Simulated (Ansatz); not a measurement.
# BN: the band gap up the ladder of functionals

An exercise on one series of results from a longer session: the logs are not shown, and one member is left open.

Program: Ansatz 0.2.0. PAW datasets, plane waves. The values are computed, spin-unpolarised, and not measurements.

### Starting point

The cell was relaxed beforehand with r2SCAN.

The symmetry is P6_3mc (No. 186, hexagonal); conventional cell a = 2.544 Å, c = 4.208 Å, 5.90 Å³ an atom. B has 4 N at 1.56–1.58 Å; N has 4 B at 1.56–1.58 Å.

Coordinates:

```xyz
4
Lattice="2.5440 0.0000 0.0000 -1.2720 2.2031 0.0000 0.0000 0.0000 4.2078" Properties=species:S:1:pos:R:3 pbc="T T T"
B     0.0000    1.4688    0.0009
B     1.2720    0.7344    2.1048
N     0.0000    1.4688    1.5771
N     1.2720    0.7344    3.6810
```

The first run:

input.yaml reads:

```yaml
crystal:
  lattice:
    - [2.5439500113, 0.0, 0.0]
    - [-1.2719750056, 2.2031253357, 0.0]
    - [0.0, 0.0, 4.2078152881]
  atoms:
    - { symbol: B, position: [0.3333333333, 0.6666666667, 0.0002034636] }
    - { symbol: B, position: [0.6666666667, 0.3333333333, 0.5002034636] }
    - { symbol: "N", position: [0.3333333333, 0.6666666667, 0.3747965364] }
    - { symbol: "N", position: [0.6666666667, 0.3333333333, 0.8747965364] }
kpoints:
  mp_grid: { grid: [12, 12, 6] }
  band_path:
    path:
      - [[0.0, 0.0, 0.0], [0.5, -1.870261749735e-17, 2.733548214176e-34], [0.3333333333333, 0.3333333333333, 4.683756408368e-35], [0.0, 0.0, 0.0], [8.731956796757e-51, -1.348253805764e-50, 0.5], [0.5, -1.870261749735e-17, 0.5], [0.3333333333333, 0.3333333333333, 0.5], [8.731956796757e-51, -1.348253805764e-50, 0.5]]
      - [[0.5, -1.870261749735e-17, 0.5], [0.5, -1.870261749735e-17, 2.733548214176e-34]]
      - [[0.3333333333333, 0.3333333333333, 0.5], [0.3333333333333, 0.3333333333333, 4.683756408368e-35]]
    npoints: 10
hamiltonian:
  xc: pbe
scf:
  occupations: { method: fermi_dirac, width: 0.02 }
  n_extra_bands: 5
output:
  forces: true
  stress: true
  eigenvalues: true
  write_density: true
  write_potential: true
  elf: true
  volumetric_format: npy
```

Command:

```bash
$ ansatz run input.yaml --threads 4 --pin off --max-ram 7372MiB --backend cpu --events-out ev --progress --plain --runs-dir out
```

Steps of the session up to this table: PBE band path; r2SCAN at the same geometry; Single point with HSE06; PBE0 at the same geometry; LDA; G0W0 on PBE; Quasiparticle levels, G0W0@PBE; DDH-PBE0; r2SCAN0 at the same geometry; LC-ωPBE at the same geometry.

One of the session's tables, all rows but one given; the rest of the session is left out.

| level | gap (eV) |
| --- | --- |
| PBE | 5.21 |
| r2SCAN | 5.75 |
| HSE06 | 6.53 |
| PBE0 | 7.29 |
| LDA | 4.98 |
| G0W0@PBE (70 empty bands) | 6.60 |
| G0W0@PBE (174 empty bands) | 6.86 |
| DDH-PBE0 | 7.01 |
| r2SCAN0 | 7.63 |
| LC-ωPBE | ? |

Q: Estimate the row for LC-ωPBE from the others.

**Answer.** gap (eV): 11.85. In the column «gap (eV)» it is the highest.

Meshes: PBE 12×12×6, r2SCAN 12×12×6, HSE06 9×9×4, PBE0 9×9×4, LDA 12×12×6, DDH-PBE0 9×9×4, r2SCAN0 9×9×4, LC-ωPBE 9×9×4.

The gap runs from 4.98 eV (LDA) to 11.85 eV (LC-ωPBE). PBE reaches 76 % of the G0W0@PBE value, and r2SCAN 84 %. PBE0 lies 0.76 eV above HSE06, which differs from it by screening the long-range exchange. No extrapolation in bands, cutoff or mesh was made for G0W0.

Caveats from the session: Warnings in the runs' records: stress exchange threshold loose, stress scf threshold loose.
